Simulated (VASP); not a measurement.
# BaF2 (Fm-3m) in VASP: single point with PBEsol

Aim: the single point of BaF2 with PBEsol.

All numbers are computed with VASP 6.6.1; they aren't measurements. Logs are shortened: lines on timing, memory, paths and dates and some standing lists are left out, and cuts for length are marked.

## (1) The structure

The structure is cubic, space group Fm-3m (No. 225). The conventional cell has a = 6.176 Å, b = 6.176 Å, c = 6.176 Å, α = 90.00°, β = 90.00°, γ = 90.00°. Around Ba (site symmetry m-3m) lie 8 F at 2.67 Å. Around F (site symmetry -43m) lie 4 Ba at 2.67 Å.

The cell comes from a database or a generator and needn't be the stable form of this composition.

## (2) Single point, PBEsol, non-collinear spin, zero start, spin-orbit coupling

File INCAR:

```
PREC = Accurate ; ENCUT = 520
EDIFF = 1E-7 ; ISMEAR = 0
SIGMA = 0.02 ; LREAL = F
LASPH = T ; NELM = 60
ALGO = Fast ; ISIF = 2
LWAVE = F ; LCHARG = F
MAGMOM = 0 0 0 0 0 0 0 0 0 ; LORBIT = 11
LSORBIT = T ; GGA_COMPAT = F
GGA = PS
```

File KPOINTS:

```
Automatic mesh
0
Gamma
  6 6 6
```

File POSCAR:

```
BaF2
1.0
    0.0000000000      3.0878000000      3.0878000000
    3.0878000000      0.0000000000      3.0878000000
    3.0878000000      3.0878000000      0.0000000000
Ba F
1 2
Direct
    0.0000000000      0.0000000000      0.0000000000
    0.2500000000      0.2500000000      0.2500000000
    0.7500000000      0.7500000000      0.7500000000
```

Potentials or basis: VASP PAW PBE potentials, release 64 (Ba_sv, F).

The run is started by

```console
$ cat potpaw_PBE.64/Ba_sv/POTCAR potpaw_PBE.64/F/POTCAR > POTCAR
$ mpirun -np 1 vasp_ncl > vasp.out
```

OUTCAR:

```text
PREC = Accurate
   ENCUT = 520
   EDIFF = 1E-7
   ISMEAR = 0
   LREAL = F
   LASPH = T
   NELM = 60
   ISIF = 2
   LORBIT = 11
   LSORBIT = T
   GGA = PS

 ion  position               nearest neighbor table
   1  0.000  0.000  0.000-   3 2.67   3 2.67   3 2.67   2 2.67   3 2.67   2 2.67   2 2.67   2 2.67

   2  0.250  0.250  0.250-   1 2.67   1 2.67   1 2.67   1 2.67
   3  0.750  0.750  0.750-   1 2.67   1 2.67   1 2.67   1 2.67

  LATTYP: Found a face centered cubic cell.
 ALAT       =     6.1756000000

  Lattice vectors:

 A1 = (   0.0000000000,   3.0878000000,   3.0878000000)
 A2 = (   3.0878000000,   0.0000000000,   3.0878000000)
 A3 = (   3.0878000000,   3.0878000000,   0.0000000000)

Analysis of symmetry for initial positions (statically):
=====================================================================
 Subroutine PRICEL returns:
 Original cell was already a primitive cell.

 Routine SETGRP: Setting up the symmetry group for a
 face centered cubic supercell.

 Subroutine GETGRP returns: Found 48 space group operations
 (whereof 48 operations were pure point group operations)
 out of a pool of 48 trial point group operations.

The static configuration has the point symmetry O_h .

Analysis of symmetry for dynamics (positions and initial velocities):
=====================================================================
 Subroutine PRICEL returns:
 Original cell was already a primitive cell.

 Routine SETGRP: Setting up the symmetry group for a
 face centered cubic supercell.

 Subroutine GETGRP returns: Found 48 space group operations
 (whereof 48 operations were pure point group operations)
 out of a pool of 48 trial point group operations.

The dynamic configuration has the point symmetry O_h .

Analysis of structural, dynamic, and magnetic symmetry:
=====================================================================
 Subroutine PRICEL returns:
 Original cell was already a primitive cell.

 Routine SETGRP: Setting up the symmetry group for a
 face centered cubic supercell.

 Subroutine GETGRP returns: Found 48 space group operations
 (whereof 48 operations were pure point group operations)
 out of a pool of 48 trial point group operations.

The overall configuration has the point symmetry O_h .

 Subroutine INISYM returns: Found 48 space group operations
 (whereof 48 operations are pure point group operations),
 and found     1 'primitive' translations

----------------------------------------------------------------------------------------

                                     Primitive cell

  volume of cell :      58.8813

  direct lattice vectors                    reciprocal lattice vectors
     0.000000000  3.087800000  3.087800000    -0.161927586  0.161927586  0.161927586
     3.087800000  0.000000000  3.087800000     0.161927586 -0.161927586  0.161927586
     3.087800000  3.087800000  0.000000000     0.161927586  0.161927586 -0.161927586

  length of vectors
     4.366808638  4.366808638  4.366808638     0.280466806  0.280466806  0.280466806

  position of ions in fractional coordinates (direct lattice)
     0.000000000  0.000000000  0.000000000
     0.250000000  0.250000000  0.250000000
     0.750000000  0.750000000  0.750000000

  ion indices of the primitive-cell ions
   primitive index   ion index
                 1           1
                 2           2
                 3           3

----------------------------------------------------------------------------------------

 KPOINTS: Automatic mesh

Automatic generation of k-mesh.
 Grid dimensions read from file:
 generate k-points for:    6    6    6

 Generating k-lattice:
[... 67 lines left out ...]
   EFERMI =   0.00;   METHOD = LEGACY
   ISMEAR =     0;   SIGMA  =   0.02  broadening in eV -4-tet -1-fermi 0-gaus
   EFERMI_NEDOS =   21; number of points for ismear=-14 and -15
   IALGO  =     68    algorithm
   IMIX   =      4    mixing-type and parameters
     AMIX     =   0.40;   BMIX     =  1.00
     AMIX_MAG =   1.60;   BMIX_MAG =  1.00
  volume/ion in A,a.u.               =      19.63       132.45
  Fermi-wavevector in a.u.,A,eV,Ry     =   1.213816  2.293779 20.046124  1.473349
  Thomas-Fermi vector in A             =   2.349256
   LORBIT       =     11    0 simple, 1 ext, 2 COOP (PROOUT), +10 PAW based schemes
   GGA     = PS    functional components
   LHFCALC =     F    Hartree Fock is set to
   AEXX    =    0.0000 exact exchange contribution
   IVDW    =     0    specifies the selected vdW correction
   LEPSILON=     F    determine dielectric tensor
   LRPA    =     F    only Hartree local field effects (RPA)
 RMM-DIIS sequential band-by-band and
 Gauss-broadening in eV      SIGMA  =   0.02
  energy-cutoff  :      520.00
  volume of cell :       58.88
 maximum number of plane-waves:      3200
   NGX = 17   NGY = 17   NGZ = 17

 number of electron      23.9999974 magnetization      -0.0000000     -0.0000000     -0.0000000

 number of electron      23.9999974 magnetization       0.0000000     -0.0000000     -0.0000000

 number of electron      23.9999974 magnetization       0.0000000      0.0000000      0.0000000

 number of electron      23.9999974 magnetization       0.0000000      0.0000000     -0.0000000

 Free energy of the ion-electron system (eV)
  ---------------------------------------------------
  ext. energy  EPLUGINS =         0.00000000
  ---------------------------------------------------
  free energy    TOTEN  =       -17.83380843 eV

  energy without entropy =      -17.83380843  energy(sigma->0) =      -17.83380843

 E-fermi :  -1.9976     XC(G=0):  -8.9714

 val. band max:       -2.1384399845   @ k =  -0.1667   0.1667   0.0000
 cond. band min:       4.5331120414   @ k =   0.0000   0.0000   0.0000
 fundamental gap:      6.6715520259
 Fermi energy:        -1.9975881784

 k-point     1 :       0.0000    0.0000    0.0000
  band No.  band energies     occupation
      1     -25.1931      1.00000
      2     -25.1931      1.00000
      3     -20.9683      1.00000
      4     -20.9683      1.00000
      5     -20.9089      1.00000
      6     -20.9089      1.00000
[... 549 lines left out ...]
     31       8.3885      0.00000
     32       8.3885      0.00000

------------------------ aborting loop because EDIFF is reached ----------------------------------------

  FORCE on cell =-STRESS in cart. coord.  units (eV):
  Direction    XX          YY          ZZ          XY          YZ          ZX
  --------------------------------------------------------------------------------------
  -------------------------------------------------------------------------------------
  Total        0.0225198      0.0225198      0.0225198     -0.0000000     -0.0000000      0.0000000
  in kB        0.6127690      0.6127690      0.6127690     -0.0000000     -0.0000000      0.0000000
  external PRESSURE =       0.6127690 kB  Pullay stress =       0.0000000 kB

 VOLUME and BASIS-vectors are now :
 -----------------------------------------------------------------------------
  energy-cutoff  :      520.00
  volume of cell :       58.88
      direct lattice vectors                 reciprocal lattice vectors
     0.000000000  3.087800000  3.087800000    -0.161927586  0.161927586  0.161927586
     3.087800000  0.000000000  3.087800000     0.161927586 -0.161927586  0.161927586
     3.087800000  3.087800000  0.000000000     0.161927586  0.161927586 -0.161927586

 POSITION                                       TOTAL-FORCE (eV/Angst)
 -----------------------------------------------------------------------------------
      0.00000      0.00000      0.00000        -0.000000      0.000000      0.000000
      1.54390      1.54390      1.54390         0.000000      0.000000      0.000000
      4.63170      4.63170      4.63170        -0.000000     -0.000000     -0.000000
 -----------------------------------------------------------------------------------
    total drift:                               -0.000000     -0.000000     -0.000000

  FREE ENERGIE OF THE ION-ELECTRON SYSTEM (eV)
  ---------------------------------------------------
  free  energy   TOTEN  =       -17.8338084271 eV

  energy  without entropy=      -17.8338084271  energy(sigma->0) =      -17.83380843

 Spin-Orbit-Coupling matrix elements

 Ion:    1  E_soc:     -0.3839008
 l=   1
     0.0000000    -0.0638787    -0.0638787
    -0.0638787     0.0000000    -0.0638787
    -0.0638787    -0.0638787     0.0000000
 l=   2
     0.0000000    -0.0000308     0.0000000    -0.0000308    -0.0000740
    -0.0000308     0.0000000    -0.0000555    -0.0000308    -0.0000185
     0.0000000    -0.0000555     0.0000000    -0.0000555     0.0000000
    -0.0000308    -0.0000308    -0.0000555     0.0000000    -0.0000185
    -0.0000740    -0.0000185     0.0000000    -0.0000185     0.0000000
 l=   3
     0.0000000     0.0000000     0.0000000     0.0000000     0.0000000     0.0000000     0.0000000
     0.0000000     0.0000000     0.0000000     0.0000000     0.0000000     0.0000000     0.0000000
     0.0000000     0.0000000     0.0000000     0.0000000     0.0000000     0.0000000     0.0000000
     0.0000000     0.0000000     0.0000000     0.0000000     0.0000000     0.0000000     0.0000000
[... 29 lines left out ...]
 l=   2
     0.0000000     0.0000000     0.0000000     0.0000000     0.0000000
     0.0000000     0.0000000     0.0000000     0.0000000     0.0000000
     0.0000000     0.0000000     0.0000000     0.0000000     0.0000000
     0.0000000     0.0000000     0.0000000     0.0000000     0.0000000
     0.0000000     0.0000000     0.0000000     0.0000000     0.0000000
 l=   3
     0.0000000     0.0000000     0.0000000     0.0000000     0.0000000     0.0000000     0.0000000
     0.0000000     0.0000000     0.0000000     0.0000000     0.0000000     0.0000000     0.0000000
     0.0000000     0.0000000     0.0000000     0.0000000     0.0000000     0.0000000     0.0000000
     0.0000000     0.0000000     0.0000000     0.0000000     0.0000000     0.0000000     0.0000000
     0.0000000     0.0000000     0.0000000     0.0000000     0.0000000     0.0000000     0.0000000
     0.0000000     0.0000000     0.0000000     0.0000000     0.0000000     0.0000000     0.0000000
     0.0000000     0.0000000     0.0000000     0.0000000     0.0000000     0.0000000     0.0000000

 total charge

# of ion       s       p       d       tot
------------------------------------------
    1        1.995   5.635   0.243   7.873
    2        1.732   4.348   0.000   6.080
    3        1.732   4.348   0.000   6.080
--------------------------------------------------
tot          5.460  14.331   0.243  20.033

 magnetization (x)

# of ion       s       p       d       tot
------------------------------------------
    1       -0.000   0.000   0.000  -0.000
    2       -0.000  -0.000   0.000  -0.000
    3        0.000  -0.000   0.000  -0.000
--------------------------------------------------
tot         -0.000  -0.000   0.000  -0.000

 magnetization (y)

# of ion       s       p       d       tot
------------------------------------------
    1        0.000   0.000   0.000   0.000
    2       -0.000   0.000   0.000  -0.000
    3        0.000   0.000   0.000   0.000
--------------------------------------------------
tot         -0.000   0.000   0.000  -0.000

 magnetization (z)

# of ion       s       p       d       tot
------------------------------------------
    1       -0.000   0.000   0.000  -0.000
    2       -0.000   0.000   0.000  -0.000
    3        0.000   0.000   0.000   0.000
--------------------------------------------------
tot         -0.000   0.000   0.000  -0.000
```

Run time: 64 s. Hardware: 1 thread of Intel Xeon Platinum 8488C (Sapphire Rapids), shared host; peak memory 0.33 GiB.

What came out:

- Free energy: -17.8338 eV
- Pressure: 0.1 GPa
- Net moment: 0.00 μB per cell
- Valence electrons inside the program's atomic spheres: Ba 7.87; F 6.08

Moments on the atoms (μB; x, y, z):
```
Ba  0.00 0.00 0.00
F   0.00 0.00 0.00
F   0.00 0.00 0.00
```

Caveat: the PAW data sets were made with another functional, which shifts forces and pressure a little.
